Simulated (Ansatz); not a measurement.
# Si, 64 atoms: a single-point run on a GPU

The task is the ground state of Si in a cell of 64 atoms at the typed geometry. How long does it take, and what comes out?

All numbers below are computed with Ansatz 0.2 development build (DFT, PBE, NC default, scalar-relativistic).

### Step 1. Starting point

It holds 64 Si; a = 10.862 Å, b = 10.862 Å, c = 10.862 Å, α = 90.00°, β = 90.00°, γ = 90.00°; 20.02 Å³ an atom; space group P1.

Cell or atoms stand a little off a more symmetric structure (Fd-3m at a tolerance of 0.3 Å), so results at this geometry aren't those of that ideal crystal.

### Step 2. The calculation

input.yaml reads:

```yaml
crystal:
  lattice:
    - [10.862000, 0.000000, 0.000000]
    - [0.000000, 10.862000, 0.000000]
    - [0.000000, 0.000000, 10.862000]
  atoms:
    - { symbol: Si, position: [-0.0031095, -0.0012155, 0.0017000] }
    - { symbol: Si, position: [0.0016919, 0.2478576, 0.2456811] }
    - { symbol: Si, position: [0.2505486, -0.0044369, 0.2459831] }
    - { symbol: Si, position: [0.2535515, 0.2505399, -0.0039906] }
    - { symbol: Si, position: [0.1243702, 0.1212206, 0.1214258] }
    - { symbol: Si, position: [0.1275690, 0.3716185, 0.3747649] }
    - { symbol: Si, position: [0.3784791, 0.1277893, 0.3735776] }
    - { symbol: Si, position: [0.3764281, 0.3731141, 0.1212314] }
    - { symbol: Si, position: [-0.0005932, -0.0011931, 0.5041648] }
    - { symbol: Si, position: [0.0029126, 0.2514863, 0.7530708] }
    - { symbol: Si, position: [0.2526871, 0.0040726, 0.7457042] }
    - { symbol: Si, position: [0.2462965, 0.2502141, 0.4982142] }
    - { symbol: Si, position: [0.1222629, 0.1268767, 0.6233058] }
    - { symbol: Si, position: [0.1267418, 0.3753770, 0.8758328] }
    - { symbol: Si, position: [0.3742597, 0.1291936, 0.8711076] }
    - { symbol: Si, position: [0.3706920, 0.3732729, 0.6238726] }
    - { symbol: Si, position: [0.0026121, 0.4973575, 0.0007930] }
    - { symbol: Si, position: [0.0007217, 0.7470185, 0.2500421] }
    - { symbol: Si, position: [0.2484203, 0.5036776, 0.2454002] }
    - { symbol: Si, position: [0.2519740, 0.7461732, -0.0036609] }
    - { symbol: Si, position: [0.1263573, 0.6290423, 0.1238344] }
    - { symbol: Si, position: [0.1220445, 0.8705442, 0.3778662] }
    - { symbol: Si, position: [0.3771043, 0.6248814, 0.3758118] }
    - { symbol: Si, position: [0.3768189, 0.8726694, 0.1275750] }
    - { symbol: Si, position: [0.0040144, 0.5000123, 0.5019821] }
    - { symbol: Si, position: [0.0027023, 0.7513067, 0.7500647] }
    - { symbol: Si, position: [0.2489711, 0.5020593, 0.7535212] }
    - { symbol: Si, position: [0.2479099, 0.7516212, 0.4987866] }
    - { symbol: Si, position: [0.1250709, 0.6243128, 0.6264592] }
    - { symbol: Si, position: [0.1272358, 0.8769746, 0.8709630] }
    - { symbol: Si, position: [0.3752826, 0.6221355, 0.8730414] }
    - { symbol: Si, position: [0.3710639, 0.8762452, 0.6265864] }
    - { symbol: Si, position: [0.4986553, 0.0021559, 0.0032833] }
    - { symbol: Si, position: [0.5025308, 0.2491793, 0.2487542] }
    - { symbol: Si, position: [0.7519001, -0.0003323, 0.2492600] }
    - { symbol: Si, position: [0.7502614, 0.2465389, -0.0016074] }
    - { symbol: Si, position: [0.6272711, 0.1240032, 0.1246626] }
    - { symbol: Si, position: [0.6222265, 0.3743270, 0.3775780] }
    - { symbol: Si, position: [0.8795814, 0.1260090, 0.3762854] }
    - { symbol: Si, position: [0.8738798, 0.3708558, 0.1258941] }
    - { symbol: Si, position: [0.5025505, 0.0003080, 0.4978719] }
    - { symbol: Si, position: [0.5037051, 0.2519373, 0.7504607] }
    - { symbol: Si, position: [0.7543638, -0.0004243, 0.7516151] }
    - { symbol: Si, position: [0.7486309, 0.2545613, 0.5014811] }
    - { symbol: Si, position: [0.6236457, 0.1204171, 0.6286767] }
    - { symbol: Si, position: [0.6217516, 0.3780209, 0.8725960] }
    - { symbol: Si, position: [0.8747882, 0.1264653, 0.8757663] }
    - { symbol: Si, position: [0.8758079, 0.3760455, 0.6224700] }
    - { symbol: Si, position: [0.5021731, 0.5006609, 0.0013275] }
    - { symbol: Si, position: [0.4994553, 0.7474443, 0.2523256] }
    - { symbol: Si, position: [0.7458019, 0.4988833, 0.2458117] }
    - { symbol: Si, position: [0.7504876, 0.7482842, 0.0027170] }
    - { symbol: Si, position: [0.6222548, 0.6240377, 0.1221571] }
    - { symbol: Si, position: [0.6211416, 0.8748524, 0.3733222] }
    - { symbol: Si, position: [0.8735146, 0.6222601, 0.3763346] }
    - { symbol: Si, position: [0.8791210, 0.8764414, 0.1261248] }
    - { symbol: Si, position: [0.5026919, 0.5003756, 0.5017241] }
    - { symbol: Si, position: [0.4993580, 0.7486610, 0.7455650] }
    - { symbol: Si, position: [0.7542175, 0.4993973, 0.7501328] }
    - { symbol: Si, position: [0.7488653, 0.7485056, 0.4980683] }
    - { symbol: Si, position: [0.6243953, 0.6225617, 0.6251508] }
    - { symbol: Si, position: [0.6281710, 0.8726491, 0.8777006] }
    - { symbol: Si, position: [0.8719727, 0.6275809, 0.8795541] }
    - { symbol: Si, position: [0.8708894, 0.8775358, 0.6218776] }
kpoints:
  mp_grid: { grid: [3, 3, 3] }
hamiltonian:
  xc: pbe
  pseudopotentials: { kind: nc }
scf:
  occupations: { method: fixed }
  algorithm: direct_min
```

On the command line:

```
ansatz run input.yaml --threads 11 --devices=0, --events-out ev
```

Before running it: what results should come out? Wanted: free energy; electrons solved for; SCF passes in all.

**Answer**, as computed:

| quantity | value |
| --- | --- |
| time per pass of the first SCF | 8.9 s |
| free energy | -7366.7961 eV (-115.1062 eV/atom) |
| electrons solved for | 256 |
| SCF passes in all | 7 |
| wall time | 63 s (1 × NVIDIA GB300 with 11 threads of Arm Neoverse V2 (Grace), host not shared) |

**Reading.** The largest share of the engine's clock (99 %) was the first SCF.
